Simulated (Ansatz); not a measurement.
WC:

```
W C
1.0
     0.00000    2.19268    2.19268
     2.19268    0.00000    2.19268
     2.19268    2.19268    0.00000
W C
1 1
Direct
  0.00000 0.00000 0.00000
  0.50000 0.50000 0.50000
```

Measurements of this composition are mostly on another form, of space group No. 187.

- Program: Ansatz 0.2.0
- Task: relaxation of cell and atoms
- Functional: PBEsol
- Dispersion: D3(BJ)
- Potentials or basis: Ansatz PAW
- Cutoff: 420 eV (not typed: the program's choice for these potentials)
- k mesh: 10 × 10 × 10
- Occupations: fermi-dirac, width 0.05 eV
- Spin: no spin polarisation

At the start: volume 10.54 Å³/atom.

Where does the relaxation end?

It ends after 7 steps and the volume is 10.07 Å³/atom (-4.5 %); space group Fm-3m (No. 225, to 0.05 Å).

Step by step:
| step | energy change (eV) | largest force (eV/Å) | volume (Å³) |
| --- | --- | --- | --- |
| 1 | 0.0000 | 0.0000 | 21.08 |
| 2 | -0.0419 | 0.0000 | 19.69 |
| 3 | -0.0541 | 0.0000 | 20.17 |
| 4 | -0.0542 | 0.0000 | 20.14 |
| 5 | -0.0526 | 0.0000 | 20.14 |
| 6 | -0.0526 | 0.0000 | 20.13 |
| 7 | -0.0526 | 0.0000 | 20.13 |

Final structure:
```
CELL_PARAMETERS angstrom
0.00000 2.15920 2.15920
2.15920 0.00000 2.15920
2.15920 2.15920 0.00000
ATOMIC_POSITIONS crystal
W 0.00000 0.00000 0.00000
C 0.50000 0.50000 0.50000
```

Caveat: the plane-wave basis is chosen anew once the cell has moved, so the energies of steps on either side of that aren't comparable; the pressure holds a Pulay correction of +0.3 GPa for the finite cutoff; pairwise dispersion overbinds metals, which lowers pressure and volume; the PAW data sets come from PBE, with cores solved anew for the run's functional, which leaves a small shift of forces and pressure.
